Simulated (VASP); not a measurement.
# Hf (I4/mmm) in VASP: single point with PBEsol

Aim: the single point of Hf with PBEsol.

Program: VASP 6.6.1. These are calculated values, not measurements. Logs are shortened: lines on timing, memory, paths and dates and some standing lists are left out, and cuts for length are marked.

## (1) The structure

Symmetry: I4/mmm, No. 139, tetragonal system. The conventional cell has a = 3.156 Å, b = 3.156 Å, c = 4.365 Å, α = 90.00°, β = 90.00°, γ = 90.00°. Hf (site symmetry 4/mmm) has 12 Hf at 3.12 to 3.16 Å as nearest neighbours.

This isn't the form of Hf at room conditions, which is hcp.

## (2) Single point, PBEsol

The input, INCAR:

```
SYSTEM = Hf
PREC     = Accurate       ! precision mode
ENCUT    = 520            ! plane-wave cutoff, eV
EDIFF    = 1E-7           ! SCF threshold, eV
ISMEAR   = 0              ! smearing method
SIGMA    = 0.1            ! smearing width, eV
LREAL    = .FALSE.        ! projectors in reciprocal space
LASPH    = .TRUE.         ! aspherical terms in the spheres
NELM     = 100            ! most SCF steps
ALGO     = Fast           ! electronic algorithm
ISIF     = 2              ! what is computed and relaxed
LWAVE    = .FALSE.        ! write WAVECAR
LCHARG   = .TRUE.         ! write CHGCAR
GGA      = PS             ! functional
LELF     = .TRUE.         ! ELF
LVHAR    = .TRUE.       
NBANDS   = 11             ! bands
ISYM     = 0
```

The input, KPOINTS:

```
Automatic mesh
0
G
  11 11 16
  0 0 0
```

The input, POSCAR:

```
Hf
1.0
    3.1559006168      0.0000000000      0.0000000000
    0.0000000000      3.1559006168      0.0000000000
    1.5779503084      1.5779503084      2.1823370332
Hf
1
Direct
    0.0000000000      0.0000000000      0.0000000000
```

Potentials or basis: VASP PAW PBE potentials, release 64 (Hf_pv).

Command:

```console
cat potpaw_PBE.64/Hf_pv/POTCAR > POTCAR
mpirun -np 1 vasp_std > vasp.out
```

OUTCAR:

```text
SYSTEM = Hf
   PREC = Accurate
   ENCUT = 520
   EDIFF = 1E-7
   ISMEAR = 0
   LREAL = .FALSE.
   LASPH = .TRUE.
   NELM = 100
   ISIF = 2
   GGA = PS
   ISYM = 0

 ion  position               nearest neighbor table
   1  0.000  0.000  0.000-

IMPORTANT INFORMATION: All symmetrisations will be switched off!
NOSYMM: (Re-)initialisation of all symmetry stuff for point group C_1.

----------------------------------------------------------------------------------------

                                     Primitive cell

  volume of cell :      21.7354

  direct lattice vectors                    reciprocal lattice vectors
     3.155900617  0.000000000  0.000000000     0.316866759  0.000000000 -0.229112182
     0.000000000  3.155900617  0.000000000     0.000000000  0.316866759 -0.229112182
     1.577950308  1.577950308  2.182337033     0.000000000  0.000000000  0.458224364

  length of vectors
     3.155900617  3.155900617  3.121289682     0.391020377  0.391020377  0.458224364

  position of ions in fractional coordinates (direct lattice)
     0.000000000  0.000000000  0.000000000

  ion indices of the primitive-cell ions
   primitive index   ion index
                 1           1

----------------------------------------------------------------------------------------

 KPOINTS: Automatic mesh

Automatic generation of k-mesh.
 Grid dimensions read from file:
 generate k-points for:   11   11   16

 Generating k-lattice:

  Cartesian coordinates                     Fractional coordinates (reciprocal lattice)
     0.028806069  0.000000000 -0.020828380     0.090909091  0.000000000  0.000000000
     0.000000000  0.028806069 -0.020828380     0.000000000  0.090909091  0.000000000
     0.000000000  0.000000000  0.028639023     0.000000000  0.000000000  0.062500000

  Length of vectors
     0.035547307  0.035547307  0.028639023

  Shift w.r.t. Gamma in fractional coordinates (k-lattice)
     0.000000000  0.000000000  0.000000000

 -----------------------------------------------------------------------------
|                                                                             |
|           W    W    AA    RRRRR   N    N  II  N    N   GGGG   !!!           |
|           W    W   A  A   R    R  NN   N  II  NN   N  G    G  !!!           |
|           W    W  A    A  R    R  N N  N  II  N N  N  G       !!!           |
|           W WW W  AAAAAA  RRRRR   N  N N  II  N  N N  G  GGG   !            |
|           WW  WW  A    A  R   R   N   NN  II  N   NN  G    G                |
|           W    W  A    A  R    R  N    N  II  N    N   GGGG   !!!           |
|                                                                             |
|     Your reciprocal lattice and k-lattice belong to different lattice       |
|     classes:                                                                |
|                                                                             |
|        The reciprocal lattice is body-centered tetragonal,                  |
|        whereas your k-lattice is base-centered monoclinic.                  |
|                                                                             |
|     Results are often still useful ...                                      |
|                                                                             |
 -----------------------------------------------------------------------------

 WARNING: IBZKPT: internal override: KBLOWUP is changed to .FALSE.
      ... skipping the blow-up phase ...

 Subroutine IBZKPT returns following result:
 ===========================================

 Found    969 irreducible k-points:

 Following reciprocal coordinates:
            Coordinates               Weight
  0.000000  0.000000  0.000000      1.000000
  0.090909  0.000000  0.000000      2.000000
  0.181818  0.000000  0.000000      2.000000
  0.272727  0.000000  0.000000      2.000000
  0.363636  0.000000  0.000000      2.000000
  0.454545  0.000000  0.000000      2.000000
[... 16 lines left out ...]
  0.454545  0.181818  0.000000      2.000000
 -0.454545  0.181818 -0.000000      2.000000
 [... further k-points ...]
   k-points           NKPTS =    969   k-points in BZ     NKDIM =    969   number of bands    NBANDS=     11
   number of dos      NEDOS =    301   number of ions     NIONS =      1
   total plane-waves  NPLWV =  13824
   dimension x,y,z NGX =    24 NGY =   24 NGZ =   24
   dimension x,y,z NGXF=    48 NGYF=   48 NGZF=   48
   ions per type =               1
   NGX,Y,Z   is equivalent  to a cutoff of  12.64, 12.64, 12.78 a.u.
   NGXF,Y,Z  is equivalent  to a cutoff of  25.29, 25.29, 25.57 a.u.
 SYSTEM =  Hf
   PREC   = accura    normal or accurate (medium, high low for compatibility)
   ISTART =      0    job   : 0-new  1-cont  2-samecut
   ICHARG =      2    charge: 1-file 2-atom 10-const
   ISPIN  =      1    spin polarized calculation?
   LNONCOLLINEAR =      F non collinear calculations
   LSORBIT =      F    spin-orbit coupling
   LASPH  =      T    aspherical Exc in radial PAW
   ENCUT  =  520.0 eV  38.22 Ry    6.18 a.u.   5.87  5.87  5.80*2*pi/ulx,y,z
   NELM   =    100;   NELMIN=  2; NELMDL= -5     # of ELM steps
   EDIFF  = 0.1E-06   stopping-criterion for ELM
   LREAL  =      F    real-space projection
   EDIFFG = 0.1E-05   stopping-criterion for IOM
   NSW    =      0    number of steps for IOM
   IBRION =     -1    ionic relax: 0-MD 1-quasi-New 2-CG
   NFREE  =      0    steps in history (QN), initial steepest desc. (CG)
   ISIF   =      2    stress and relaxation
   ISYM   =      0    0-nonsym 1-usesym 2-fastsym
   POTIM  = 0.5000    time-step for ionic-motion
   TEBEG  =    0.0;   TEEND  =   0.0 temperature during run
   PSTRESS=    0.0 pullay stress
   NELECT =      10.0000    total number of electrons
   NUPDOWN=      -1.0000    fix difference up-down
   EMIN   =  10.00;   EMAX   =-10.00  energy-range for DOS
   EFERMI =   0.00;   METHOD = LEGACY
   ISMEAR =     0;   SIGMA  =   0.10  broadening in eV -4-tet -1-fermi 0-gaus
   EFERMI_NEDOS =   21; number of points for ismear=-14 and -15
   IALGO  =     68    algorithm
   IMIX   =      4    mixing-type and parameters
     AMIX     =   0.40;   BMIX     =  1.00
     AMIX_MAG =   1.60;   BMIX_MAG =  1.00
  volume/ion in A,a.u.               =      21.74       146.68
  Fermi-wavevector in a.u.,A,eV,Ry     =   1.263820  2.388274 21.731795  1.597242
  Thomas-Fermi vector in A             =   2.397157
   LORBIT       =      0    0 simple, 1 ext, 2 COOP (PROOUT), +10 PAW based schemes
   GGA     = PS    functional components
   LHFCALC =     F    Hartree Fock is set to
   AEXX    =    0.0000 exact exchange contribution
   IVDW    =     0    specifies the selected vdW correction
   LEPSILON=     F    determine dielectric tensor
   LRPA    =     F    only Hartree local field effects (RPA)
 non-spin polarized calculation
 RMM-DIIS sequential band-by-band and
 Gauss-broadening in eV      SIGMA  =   0.10
  energy-cutoff  :      520.00
  volume of cell :       21.74
 maximum number of plane-waves:       596
   NGX = 11   NGY = 11   NGZ = 11

 number of electron      10.0000000 magnetization

 Free energy of the ion-electron system (eV)
  ---------------------------------------------------
  ext. energy  EPLUGINS =         0.00000000
  ---------------------------------------------------
  free energy    TOTEN  =       -10.43807266 eV

  energy without entropy =      -10.43184535  energy(sigma->0) =      -10.43495901

 E-fermi :   4.7840     XC(G=0): -11.5250

 val. band max:        4.7835400519   @ k =  -0.2727  -0.1818   0.2500
 cond. band min:       4.7874279847   @ k =   0.0909  -0.3636   0.0625
 fundamental gap:      0.0038879328
 Fermi energy:         4.7840201258

 k-point     1 :       0.0000    0.0000    0.0000
  band No.  band energies     occupation
      1     -25.0744      2.00000
      2     -25.0735      2.00000
      3     -25.0691      2.00000
      4      -2.5329      2.00000
      5       6.1032      0.00000
      6       6.1040      0.00000
      7       6.3596      0.00000
      8       8.8779      0.00000
      9       9.2588      0.00000
     10      16.2562      0.00000
     11      17.9332      0.00000

 k-point     2 :       0.0909    0.0000    0.0000
  band No.  band energies     occupation
      1     -25.1492      2.00000
      2     -25.0847      2.00000
      3     -25.0789      2.00000
      4      -2.2355      2.00000
      5       5.8762      0.00000
      6       6.2395      0.00000
      7       6.4342      0.00000
      8       8.7452      0.00000
      9       9.0939      0.00000
     10      16.9020      0.00000
     11      19.3216      0.00000

 k-point     3 :       0.1818    0.0000    0.0000
  band No.  band energies     occupation
      1     -25.3500      2.00000
      2     -25.1134      2.00000
      3     -25.1016      2.00000
      4      -1.4160      2.00000
      5       5.2790      0.00000
      6       6.4598      0.00000
      7       6.6786      0.00000
      8       8.6586      0.00000
      9       8.8956      0.00000
     10      17.3027      0.00000
     11      18.9142      0.00000
[... 267 lines left out ...]
 k-point    23 :       0.4545    0.1818    0.0000
  band No.  band energies     occupation
      1     -25.8840      2.00000
      2     -25.3777      2.00000
      3     -25.2338      2.00000
      4       2.0345      2.00000
      5       4.1763      2.00000
      6       5.4043      0.00000
      7       6.9391      0.00000
      8      11.0848      0.00000
      9      12.0653      0.00000
     10      13.7435      0.00000
     11      18.1294      0.00000

 k-point    24 :      -0.4545    0.1818   -0.0000
  band No.  band energies     occupation
      1     -25.8264      2.00000
      2     -25.3263      2.00000
      3     -25.2452      2.00000
      4       1.6734      2.00000
      5       4.0793      2.00000
      6       5.2214      0.00000
      7       7.1696      0.00000
      8      10.8961      0.00000
      9      11.3723      0.00000
     10      14.7915      0.00000
     11      18.4502      0.00000

 [... further k-points ...]

------------------------ aborting loop because EDIFF is reached ----------------------------------------

  FORCE on cell =-STRESS in cart. coord.  units (eV):
  Direction    XX          YY          ZZ          XY          YZ          ZX
  --------------------------------------------------------------------------------------
  -------------------------------------------------------------------------------------
  Total       -0.2528588     -0.2528647     -0.0779506      0.0009388      0.0001198      0.0001224
  in kB      -18.6388955    -18.6393337     -5.7459448      0.0691980      0.0088321      0.0090252
  external PRESSURE =     -14.3413913 kB  Pullay stress =       0.0000000 kB

 VOLUME and BASIS-vectors are now :
 -----------------------------------------------------------------------------
  energy-cutoff  :      520.00
  volume of cell :       21.74
      direct lattice vectors                 reciprocal lattice vectors
     3.155900617  0.000000000  0.000000000     0.316866759  0.000000000 -0.229112182
     0.000000000  3.155900617  0.000000000     0.000000000  0.316866759 -0.229112182
     1.577950308  1.577950308  2.182337033     0.000000000  0.000000000  0.458224364

 POSITION                                       TOTAL-FORCE (eV/Angst)
 -----------------------------------------------------------------------------------
      0.00000      0.00000      0.00000         0.000001     -0.000000     -0.000000
 -----------------------------------------------------------------------------------
    total drift:                                0.000001     -0.000000     -0.000000

  FREE ENERGIE OF THE ION-ELECTRON SYSTEM (eV)
  ---------------------------------------------------
  free  energy   TOTEN  =       -10.4380726644 eV

  energy  without entropy=      -10.4318453475  energy(sigma->0) =      -10.43495901
```

Run time: 96 s. Hardware: 1 thread of Intel Xeon 6975P-C (Granite Rapids), shared host; peak memory 0.32 GiB.

Results:

- Free energy: -10.4381 eV
- Pressure: -1.4 GPa
- Band gap on the k mesh: none (metal or under the smearing width)

Caveat: the PAW data sets were made with another functional, which shifts forces and pressure a little. The run has no spin-orbit coupling, so splittings on Hf are missing.
